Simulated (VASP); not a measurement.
# MnS (R-3m) in VASP: equation of state, part 2 of 2

VASP 6.6.1.

## (3) Equation of state, PBE, collinear spin, ferromagnetic start, 16.54 Å³/atom (volume scaled by 0.96)

Contents of INCAR:

```
PREC = Accurate ; ENCUT = 520
EDIFF = 1E-7 ; ISMEAR = -1
SIGMA = 0.05 ; LREAL = False
LASPH = True ; NELM = 150
ALGO = Normal ; ISIF = 2
LWAVE = False ; LCHARG = False
ISPIN = 2 ; MAGMOM = 4 0
LORBIT = 11 ; LMAXMIX = 4
GGA = PE ; NBANDS = 20
```

Contents of KPOINTS:

```
regular mesh
0
Gamma
  9 9 9
```

Contents of POSCAR:

```
MnS
1.0
    1.8052633061      1.0422692557      2.9307677843
   -1.8052633061      1.0422692557      2.9307677843
    0.0000000000     -2.0845385114      2.9307677843
Mn S
1 1
Direct
    0.0000000000      0.0000000000      0.0000000000
    0.5000000000      0.5000000000      0.5000000000
```

Potentials or basis: VASP PAW PBE potentials, release 64 (Mn_pv, S).

On the command line:

```sh
$ cat potpaw_PBE.64/Mn_pv/POTCAR potpaw_PBE.64/S/POTCAR > POTCAR
$ mpirun -np 1 vasp_std > vasp.out
```

Wall time 71 s (1 thread of Intel Xeon Platinum 8559C (Emerald Rapids), shared host); peak memory 0.22 GiB.

It converged, with:

| Quantity | Value |
| --- | --- |
| Free energy | -14.0853 eV |
| Pressure | 0.5 GPa |
| Band gap on the k mesh | none (metal or under the smearing width) |
| Net moment | 4.53 μB per cell |
| Site moments | Mn +4.12; S +0.09 μB |
| Valence electrons inside the program's atomic spheres | Mn 11.37; S 3.74 |

Caveat: a cell with one magnetic atom can't hold antiferromagnetic order, which such compounds often take; semilocal functionals often make such compounds metallic where correlation or magnetic order opens a gap, which also shifts bond lengths.

## (4) Equation of state, PBE, collinear spin, ferromagnetic start, 16.89 Å³/atom (volume scaled by 0.98)

Contents of INCAR:

```
SYSTEM = MnS
ALGO     = Normal         ! electronic algorithm
EDIFF    = 1E-7           ! SCF threshold, eV
ENCUT    = 520            ! plane-wave cutoff, eV
GGA      = PE             ! functional
ISIF     = 2              ! what is computed and relaxed
ISMEAR   = -1             ! smearing method
ISPIN    = 2              ! spin polarisation
LASPH    = .TRUE.         ! aspherical terms in the spheres
LCHARG   = .FALSE.        ! write CHGCAR
LMAXMIX  = 4              ! l up to which the mixer works
LORBIT   = 11             ! projections on sites
LREAL    = .FALSE.        ! projectors in reciprocal space
LWAVE    = .FALSE.        ! write WAVECAR
MAGMOM   = 4 0            ! initial moments
NBANDS   = 20             ! bands
NELM     = 150            ! most SCF steps
PREC     = Accurate       ! precision mode
SIGMA    = 0.05           ! smearing width, eV
```

Contents of KPOINTS:

```
k-points
0
G
  9 9 9
  0 0 0
```

Contents of POSCAR:

```
MnS
1.0
    1.8177137913      1.0494575467      2.9509806146
   -1.8177137913      1.0494575467      2.9509806146
    0.0000000000     -2.0989150934      2.9509806146
Mn S
1 1
Direct
    0.0000000000      0.0000000000      0.0000000000
    0.5000000000      0.5000000000      0.5000000000
```

Potentials or basis: VASP PAW PBE potentials, release 64 (Mn_pv, S).

On the command line:

```sh
$ cat potpaw_PBE.64/Mn_pv/POTCAR potpaw_PBE.64/S/POTCAR > POTCAR
$ mpirun -np 1 vasp_std > vasp.out
```

OUTCAR:

```text
SYSTEM = MnS
   EDIFF = 1E-7
   ENCUT = 520
   GGA = PE
   ISIF = 2
   ISMEAR = -1
   ISPIN = 2
   LASPH = .TRUE.
   LORBIT = 11
   LREAL = .FALSE.
   NELM = 150
   PREC = Accurate

 ion  position               nearest neighbor table
   1  0.000  0.000  0.000-   2 2.57   2 2.57   2 2.57   2 2.57   2 2.57   2 2.57
   2  0.500  0.500  0.500-   1 2.57   1 2.57   1 2.57   1 2.57   1 2.57   1 2.57

  LATTYP: Found a trigonal (rhomboedric) cell.
 ALAT       =     3.6212886045
 COS(alpha) =     0.4960879726

  Lattice vectors:

 A1 = (   1.8177137913,   1.0494575467,   2.9509806146)
 A2 = (  -1.8177137913,   1.0494575467,   2.9509806146)
 A3 = (   0.0000000000,  -2.0989150934,   2.9509806146)

Analysis of symmetry for initial positions (statically):
=====================================================================
 Subroutine PRICEL returns:
 Original cell was already a primitive cell.

 Routine SETGRP: Setting up the symmetry group for a
 trigonal (rhombohedral) supercell.

 Subroutine GETGRP returns: Found 12 space group operations
[... 2055 lines left out ...]
     19      22.3189      0.00000
     20      23.8873      0.00000

 [... further k-points ...]

------------------------ aborting loop because EDIFF is reached ----------------------------------------

  FORCE on cell =-STRESS in cart. coord.  units (eV):
  Direction    XX          YY          ZZ          XY          YZ          ZX
  --------------------------------------------------------------------------------------
  -------------------------------------------------------------------------------------
  Total       -0.1340562     -0.1340562     -0.0383104     -0.0000000      0.0000000     -0.0000000
  in kB       -6.3590118     -6.3590118     -1.8172690     -0.0000000      0.0000000     -0.0000000
  external PRESSURE =      -4.8450975 kB  Pullay stress =       0.0000000 kB

 VOLUME and BASIS-vectors are now :
 -----------------------------------------------------------------------------
  energy-cutoff  :      520.00
  volume of cell :       33.78
      direct lattice vectors                 reciprocal lattice vectors
     1.817713791  1.049457547  2.950980615     0.275070807  0.158812205  0.112956802
    -1.817713791  1.049457547  2.950980615    -0.275070807  0.158812205  0.112956802
     0.000000000 -2.098915093  2.950980615     0.000000000 -0.317624409  0.112956802

 POSITION                                       TOTAL-FORCE (eV/Angst)
 -----------------------------------------------------------------------------------
      0.00000      0.00000      0.00000         0.000000      0.000000      0.000000
      0.00000      0.00000      4.42647         0.000000      0.000000      0.000000
 -----------------------------------------------------------------------------------
    total drift:                                0.000000      0.000000      0.000000

  FREE ENERGIE OF THE ION-ELECTRON SYSTEM (eV)
  ---------------------------------------------------
  free  energy   TOTEN  =       -14.0856581270 eV

  energy  without entropy=      -14.0772835738  energy(sigma->0) =      -14.08147085

 total charge

# of ion       s       p       d       tot
------------------------------------------
    1        0.223   6.176   4.950  11.349
    2        1.328   2.409   0.000   3.737
--------------------------------------------------
tot          1.550   8.586   4.950  15.086

 magnetization (x)

# of ion       s       p       d       tot
------------------------------------------
    1        0.052   0.041   4.082   4.175
    2        0.027   0.070   0.000   0.097
--------------------------------------------------
tot          0.080   0.111   4.082   4.272
```

It took 96 s on 1 thread of Intel Xeon Platinum 8559C (Emerald Rapids), shared host; peak memory 0.22 GiB.

Results:

| Item | Value |
| --- | --- |
| Free energy | -14.0857 eV |
| Pressure | -0.5 GPa |
| Band gap on the k mesh | none (metal or under the smearing width) |
| Net moment | 4.60 μB per cell |
| Site moments | Mn +4.17; S +0.10 μB |
| Valence electrons inside the program's atomic spheres | Mn 11.35; S 3.74 |

Caveat: a cell with one magnetic atom can't hold antiferromagnetic order, which such compounds often take; semilocal functionals often make such compounds metallic where correlation or magnetic order opens a gap, which also shifts bond lengths.

## (5) Equation of state, PBE, collinear spin, ferromagnetic start, 17.58 Å³/atom (volume scaled by 1.02)

Contents of INCAR:

```
ALGO = Normal
EDIFF = 1E-7
ENCUT = 520
GGA = PE
ISIF = 2
ISMEAR = -1
ISPIN = 2
LASPH = True
LCHARG = False
LMAXMIX = 4
LORBIT = 11
LREAL = False
LWAVE = False
MAGMOM = 4 0
NBANDS = 20
NELM = 150
PREC = Accurate
SIGMA = 0.05
```

Contents of KPOINTS:

```
k-points
0
Gamma
  9 9 9
```

Contents of POSCAR:

```
MnS
1.0
    1.8421155459      1.0635459063      2.9905958198
   -1.8421155459      1.0635459063      2.9905958198
    0.0000000000     -2.1270918125      2.9905958198
Mn S
1 1
Direct
    0.0000000000      0.0000000000      0.0000000000
    0.5000000000      0.5000000000      0.5000000000
```

On the command line:

```sh
$ cat potpaw_PBE.64/Mn_pv/POTCAR potpaw_PBE.64/S/POTCAR > POTCAR
$ mpirun -np 1 vasp_std > vasp.out
```

Run time: 84 s. Hardware: 1 thread of Intel Xeon Platinum 8559C (Emerald Rapids), shared host; peak memory 0.22 GiB.

It converged, with:

- Free energy: -14.0727 eV
- Pressure: -2.6 GPa
- Band gap on the k mesh: none (metal or under the smearing width)
- Net moment: 4.70 μB per cell
- Site moments: Mn +4.25; S +0.10 μB
- Valence electrons inside the program's atomic spheres: Mn 11.31; S 3.73

Caveat: a cell with one magnetic atom can't hold antiferromagnetic order, which such compounds often take; semilocal functionals often make such compounds metallic where correlation or magnetic order opens a gap, which also shifts bond lengths.

## (6) Equation of state, PBE, collinear spin, ferromagnetic start, 17.92 Å³/atom (volume scaled by 1.04)

Contents of INCAR:

```
SYSTEM = MnS
PREC = Accurate
ENCUT = 520
EDIFF = 1E-7
ISMEAR = -1
SIGMA = 0.05
LREAL = .FALSE.
LASPH = .TRUE.
NELM = 150
ALGO = Normal
ISIF = 2
LWAVE = .FALSE.
LCHARG = .FALSE.
ISPIN = 2
MAGMOM = 4 0
LORBIT = 11
LMAXMIX = 4
GGA = PE
NBANDS = 20
```

Contents of KPOINTS:

```
Automatic mesh
0
G
  9 9 9
  0 0 0
```

Contents of POSCAR:

```
MnS
1.0
    1.8540776703      1.0704522421      3.0100158174
   -1.8540776703      1.0704522421      3.0100158174
    0.0000000000     -2.1409044841      3.0100158174
Mn S
1 1
Direct
    0.0000000000      0.0000000000      0.0000000000
    0.5000000000      0.5000000000      0.5000000000
```

Potentials or basis: VASP PAW PBE potentials, release 64 (Mn_pv, S).

On the command line:

```sh
$ cat potpaw_PBE.64/Mn_pv/POTCAR potpaw_PBE.64/S/POTCAR > POTCAR
$ mpirun -np 1 vasp_std > vasp.out
```

Wall time 93 s (1 thread of Intel Xeon Platinum 8559C (Emerald Rapids), shared host); peak memory 0.22 GiB.

The run converged. Its results:

- Free energy: -14.0595 eV
- Pressure: -3.6 GPa
- Band gap on the k mesh: none (metal or under the smearing width)
- Net moment: 4.75 μB per cell
- Site moments: Mn +4.28; S +0.11 μB
- Valence electrons inside the program's atomic spheres: Mn 11.29; S 3.73

Caveat: a cell with one magnetic atom can't hold antiferromagnetic order, which such compounds often take; semilocal functionals often make such compounds metallic where correlation or magnetic order opens a gap, which also shifts bond lengths.

## (7) Equation of state, PBE, collinear spin, ferromagnetic start, 18.27 Å³/atom (volume scaled by 1.06)

Contents of INCAR:

```
PREC     = Accurate       # precision mode
ENCUT    = 520            # plane-wave cutoff, eV
EDIFF    = 1E-7           # SCF threshold, eV
ISMEAR   = -1             # smearing method
SIGMA    = 0.05           # smearing width, eV
LREAL    = False          # projectors in reciprocal space
LASPH    = True           # aspherical terms in the spheres
NELM     = 150            # most SCF steps
ALGO     = Normal         # electronic algorithm
ISIF     = 2              # what is computed and relaxed
LWAVE    = False          # write WAVECAR
LCHARG   = False          # write CHGCAR
ISPIN    = 2              # spin polarisation
MAGMOM   = 4 0            # initial moments
LORBIT   = 11             # projections on sites
LMAXMIX  = 4              # l up to which the mixer works
GGA      = PE             # functional
NBANDS   = 20             # bands
```

Contents of KPOINTS:

```
Automatic mesh
0
Gamma
  9 9 9
```

Contents of POSCAR:

```
MnS
1.0
    1.8658874007      1.0772705931      3.0291884095
   -1.8658874007      1.0772705931      3.0291884095
    0.0000000000     -2.1545411860      3.0291884095
Mn S
1 1
Direct
    0.0000000000      0.0000000000      0.0000000000
    0.5000000000      0.5000000000      0.5000000000
```

On the command line:

```sh
$ cat potpaw_PBE.64/Mn_pv/POTCAR potpaw_PBE.64/S/POTCAR > POTCAR
$ mpirun -np 1 vasp_std > vasp.out
```

Run time: 63 s. Hardware: 1 thread of Intel Xeon Platinum 8559C (Emerald Rapids), shared host; peak memory 0.22 GiB.

The run converged. Its results:

```
Free energy                                           : -14.0422 eV
Pressure                                              : -4.5 GPa
Band gap on the k mesh                                : none (metal or under the smearing width)
Net moment                                            : 4.78 μB per cell
Site moments                                          : Mn +4.31; S +0.11 μB
Valence electrons inside the program's atomic spheres : Mn 11.28; S 3.72
```

Caveat: a cell with one magnetic atom can't hold antiferromagnetic order, which such compounds often take; semilocal functionals often make such compounds metallic where correlation or magnetic order opens a gap, which also shifts bond lengths.

## (8) Equation of state, PBE, collinear spin, ferromagnetic start

Potentials or basis: VASP PAW PBE potentials, release 64 (Mn_pv, S).

No new run: the results of the series are fitted here.

Results:

| Quantity | Value |
| --- | --- |
| Equilibrium volume | 16.74 Å³/atom (rough: see the caveat) |
| Bulk modulus at fixed shape and positions | 51 GPa (rough) |

Energy against volume, from the lowest point:
```
volume (Å³/atom)  energy (meV/atom)
          16.199               2.53
          16.543               0.19
          16.888               0.00
          17.233               2.08
          17.577               6.48
          17.922              13.10
          18.267              21.71
```

Caveat: the fit is doubtful: noisy points or a state that changes with volume; the cell was scaled at fixed shape and fractional positions, which overstates the stiffness of a crystal with free parameters, most of all of layers and chains.
